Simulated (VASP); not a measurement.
Write the native input for VASP 6.6.1 that does the following.

* Task: relaxation of cell and atoms
* Functional: RPBE
* Dispersion: D3
* Potentials or basis: VASP PAW PBE potentials, release 64 (Ba_sv, Ti_sv, O)
* Cutoff: 600 eV
* k mesh: 7 × 7 × 7
* Occupations: fermi-dirac, width 0.05 eV
* Spin: no spin polarisation
* Further INCAR settings: ALGO = Normal; EDIFF = 1e-06; IBRION = 2; EDIFFG = -0.01; NSW = 40; ISIF = 3

The structure of BaTiO3 lies in POSCAR:

```
BaTiO3
1.0
    3.9998000000      0.0000000000      0.0000000000
    0.0000000000      3.9998000000      0.0000000000
    0.0000000000      0.0000000000      4.0180000000
Ba Ti O
1 1 3
Direct
    0.0000000000      0.0000000000      0.0000000000
    0.5000000000      0.5000000000      0.4900000000
    0.0000000000      0.5000000000      0.5170000000
    0.5000000000      0.0000000000      0.5170000000
    0.5000000000      0.5000000000      0.0190000000
```

One way to write it, as run:

INCAR

```
PREC = Accurate
ENCUT = 600
EDIFF = 1E-6
ISMEAR = -1
SIGMA = 0.05
LREAL = F
LASPH = T
NELM = 100
ALGO = Normal
ISIF = 3
LWAVE = F
LCHARG = F
GGA = RP
IVDW = 11
IBRION = 2
NSW = 40
EDIFFG = -0.01
```

KPOINTS

```
regular mesh
0
Gamma
  7 7 7
```

Potentials or basis: VASP PAW PBE potentials, release 64 (Ba_sv, Ti_sv, O).

Command:

```sh
$ cat potpaw_PBE.64/Ba_sv/POTCAR potpaw_PBE.64/Ti_sv/POTCAR potpaw_PBE.64/O/POTCAR > POTCAR
$ mpirun -np 1 vasp_std > vasp.out
```

It gave:

```yaml
Relaxed_volume: 13.67 Å³/atom
Relaxed_cell: a = 3.997 Å, b = 3.997 Å, c = 4.277 Å, α = 90.00°, β = 90.00°, γ = 90.00°
Space_group_after_relaxing_to_0.05_Å: P4mm (No. 99)
Energy_gained_by_relaxing: 15.3 meV/atom
Ionic_steps: 21
Pressure_after_relaxing: 0.0 GPa
Largest_force_after_relaxing: 0.008 eV/Å
Band_gap_on_the_k_mesh: 1.91 eV, indirect (least direct gap 2.41 eV)
Dispersion_energy_per_atom: -0.235 eV
```

Caveat: the PAW data sets were made with another functional, which shifts forces and pressure a little; spin-orbit coupling is left out, which moves the levels of the heavy elements; an odd mesh through Γ misses points on the zone boundary, where band edges often lie.

Run time: 6 min on 1 thread of Intel(R) Xeon(R) 6975P-C (Granite Rapids), with other jobs on the host, peak memory 0.25 GiB.
